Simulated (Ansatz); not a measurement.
## NiSb

**The experiment.** The Crystallography Open Database holds a cell as deposited of hexagonal NiSb (space group P6_3/mmc), temperature not stated (1969): a, c = 3.935, 5.136 Å, 17.22 Å³/atom.

Computed with Ansatz (plane waves, PAW, 420 eV cutoff): PBE, scalar-relativistic, collinear spin, Γ-centred 10×10×8 mesh, 0.05 eV Gaussian smearing; PAW files: Ansatz's generated set soft_2.

```
CELL_PARAMETERS angstrom
3.97105 0.00000 0.00000
-1.98553 3.43903 0.00000
0.00000 0.00000 5.16801
ATOMIC_POSITIONS crystal
Ni 0.00000 0.00000 0.00000
Ni 0.00000 0.00000 0.50000
Sb 0.33333 0.66667 0.25000
Sb 0.66667 0.33333 0.75000
```

The chain of runs began from a cell as deposited in COD, expanded in volume.

Magnetic state: non-magnetic, site spin moments none.

The cell above was scaled in volume, and shape and atoms were relaxed at each volume within its symmetry. Energies are counted from the cell above.

Cell and atoms are those of this level's equilibrium.

| V (Å³/atom) | ΔE (meV/atom) | P (GPa) |
| --- | --- | --- |
| 16.67 | 21.2 | 7.4 |
| 16.94 | 10.8 | 5.1 |
| 17.29 | 2.6 | 2.4 |
| 17.64 | 0.0 | 0.0 |
| 18.00 | 2.4 | -2.2 |
| 18.35 | 9.3 | -4.1 |
| 18.88 | 27.0 | -6.5 |
| 19.41 | 51.9 | -8.5 |

Task: What do the points give for the equilibrium volume, the bulk modulus and its pressure derivative (third-order Birch–Murnaghan)?

Result: V0 = 17.64 Å³/atom, B0 = 114 GPa, B0′ = 5.1.

B0·V0 = 114.1 GPa × 17.64 Å³ = 12.56 eV/atom sets the scale: near the minimum ΔE ≈ ½ B0 V0 x², with x = V/V0 − 1, and a pressure of 1.1 GPa squeezes the volume by about 1 %. At the ends of the curve: x = −5.5 % predicts 18.9 meV/atom and the run gives 21.2; x = +10.0 % predicts 63.0 meV/atom and the run gives 51.9. Compression costs more and expansion less than the parabola says, since the crystal stiffens as it shrinks; B0′ measures that.

**Comparison.** The computed cell (3.971, 5.168 Å, 17.64 Å³/atom) differs from the database's by +2.5 % in volume, about +0.8 % in length. PBE usually overestimates volumes by a few per cent.

For elements this heavy, spin–orbit coupling would shift levels and gaps; it isn't included here. The run is a metal.
